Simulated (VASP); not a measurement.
A run of VASP 6.6.1:

The input run.py:

```python
from ase.calculators.vasp import Vasp
from ase.io import read

atoms = read('TiCo.xyz')
atoms.set_initial_magnetic_moments([2.0, 1.0])
calc = Vasp(
    directory='calc',
    xc='pbe',
    pp='PBE',
    setups='recommended',
    prec='Accurate',
    encut=520,
    ediff=1e-06,
    ismear=-5,
    sigma=0.1,
    lreal=False,
    lasph=True,
    nelm=100,
    algo='Normal',
    isif=2,
    lwave=False,
    lcharg=False,
    ispin=2,
    lorbit=11,
    nupdown=3,
    lmaxmix=4,
    ldautype=2,
    ldauprint=1,
    ibrion=2,
    nsw=60,
    ediffg=-0.005,
    kspacing=0.3,
    ldau_luj={'Co': {'L': 2, 'U': 6, 'J': 0}, 'Ti': {'L': 2, 'U': 3.5, 'J': 0}},
)
atoms.calc = calc

print('energy (eV):', atoms.get_potential_energy())
print('free energy (eV):', atoms.get_potential_energy(force_consistent=True))
print('forces (eV/A):')
print(atoms.get_forces())
print('stress (eV/A^3, Voigt):', atoms.get_stress())
print('Fermi level (eV):', calc.get_fermi_level())
print('moment (muB):', atoms.get_magnetic_moment())
print('site moments (muB):', atoms.get_magnetic_moments())
print('cell (A, degrees):', atoms.cell.cellpar())
print('volume (A^3):', atoms.get_volume())
print('scaled positions:')
print(atoms.get_scaled_positions())
```

Contents of TiCo.xyz:

```xyz
2
Lattice="2.9861109900 0.0000000000 0.0000000000 0.0000000000 2.9861109900 0.0000000000 0.0000000000 0.0000000000 2.9861109900" Properties=species:S:1:pos:R:3 pbc="T T T"
Co     1.5095418138      1.4998369531      1.4829057037
Ti     0.0143124300     -0.0255252767     -0.0107619440
```

Potentials or basis: VASP PAW PBE potentials, release 64 (Co, Ti_sv).

Command:

```sh
$ python run.py
```

Hardware: 1 thread of Intel(R) Xeon(R) 6975P-C (Granite Rapids) (shared host).

**Question.** Estimate the wall time of this run.

**Answer.** Wall time 2.1 min on 1 thread of Intel(R) Xeon(R) 6975P-C (Granite Rapids) (shared host), peak memory 0.3 GiB. Counts: scf iterations 27, k points 260, ion steps 3.
